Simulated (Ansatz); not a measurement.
Crystal: ZnSe (Stilleite).

```
Se Zn
1.0
     0.00000    2.83380    2.83380
     2.83380    0.00000    2.83380
     2.83380    2.83380    0.00000
Se Zn
1 1
Cartesian
  4.2507 4.2507 4.2507
  0.0000 0.0000 0.0000
```

| Property | Result |
| --- | --- |
| Program | Ansatz 0.2.0 |
| Task | relaxation of cell and atoms |
| Functional | PBEsol |
| Dispersion | D3(BJ) |
| Potentials or basis | all-electron LAPW, scalar-relativistic |
| Basis error allowed | 0.001 eV/atom |
| k mesh | 8 × 8 × 8 |
| Occupations | fermi-dirac, width 0.05 eV |
| Spin | no spin polarisation |

At the start: volume 22.76 Å³/atom.

Q: Where does the relaxation end?

A: Over 5 steps the energy falls by 10.9 meV/atom and the volume is 21.67 Å³/atom (-4.8 %); space group F-43m (No. 216, to 0.05 Å).

The path:
| step | energy change (eV) | largest force (eV/Å) | volume (Å³) |
| --- | --- | --- | --- |
| 1 | 0.0000 | 0.0000 | 45.51 |
| 2 | -0.0206 | 0.0000 | 43.85 |
| 3 | -0.0219 | 0.0000 | 43.30 |
| 4 | -0.0219 | 0.0000 | 43.34 |
| 5 | -0.0219 | 0.0000 | 43.34 |

Final structure:
```xyz
2
Lattice="0.0000 2.7880 2.7880 2.7880 0.0000 2.7880 2.7880 2.7880 0.0000" Properties=species:S:1:pos:R:3 pbc="T T T"
Se    4.1820    4.1820    4.1820
Zn    0.0000    0.0000    0.0000
```
